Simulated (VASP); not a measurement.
Set up this calculation in VASP 6.6.1, as the native input.

```yaml
Task: relaxation of cell and atoms
Functional: RPBE
Potentials_or_basis: VASP PAW PBE potentials, release 64 (Ti_sv, C)
Cutoff: 600 eV
k_mesh: 10 × 10 × 10
Occupations: fermi-dirac, width 0.05 eV
Spin: no spin polarisation
Further_INCAR_settings: ALGO = Normal; EDIFF = 1e-06; IBRION = 2; EDIFFG = -0.01; NSW = 40; ISIF = 3
```

The structure of TiC lies in POSCAR:

```
TiC
1.0
    3.0420900000      0.0000000000      0.0000000000
   -1.5210400000      2.6345200000      0.0000000000
    0.0000000000      0.0000000000      2.6979700000
Ti C
1 1
Direct
    0.0000000000      0.0000000000      0.5000000000
    0.3333300000      0.6666700000      0.0000000000
```

The cell was built by a generator and needn't be a form met in nature.

These files were run (other wordings do the same):

INCAR

```
SYSTEM = TiC
PREC = Accurate
ENCUT = 600
EDIFF = 1E-6
ISMEAR = -1
SIGMA = 0.05
LREAL = .False.
LASPH = .True.
NELM = 80
ALGO = Normal
ISIF = 3
LWAVE = .False.
LCHARG = .False.
GGA = RP
IBRION = 2
NSW = 40
EDIFFG = -0.01
```

KPOINTS

```
Automatic mesh
0
Gamma
  10 10 10
  0 0 0
```

Potentials or basis: VASP PAW PBE potentials, release 64 (Ti_sv, C).

The run is started by

```sh
$ cat potpaw_PBE.64/Ti_sv/POTCAR potpaw_PBE.64/C/POTCAR > POTCAR
$ mpirun -np 1 vasp_std > vasp.out
```

It gave:

* Relaxed volume: 11.03 Å³/atom
* Relaxed cell: a = 3.068 Å, b = 3.068 Å, c = 2.708 Å, α = 90.00°, β = 90.00°, γ = 120.00°
* Space group after relaxing (to 0.05 Å): P-6m2 (No. 187)
* Energy gained by relaxing: 2.9 meV/atom
* Ionic steps: 6
* Pressure after relaxing: 0.1 GPa
* Band gap on the k mesh: none (metal or under the smearing width)

Caveat: the PAW data sets were made with another functional, which shifts forces and pressure a little.

It took 2.6 min on 1 thread of AMD EPYC 7R43 64-Core Processor (Zen 3) (shared host), peak memory 0.16 GiB.
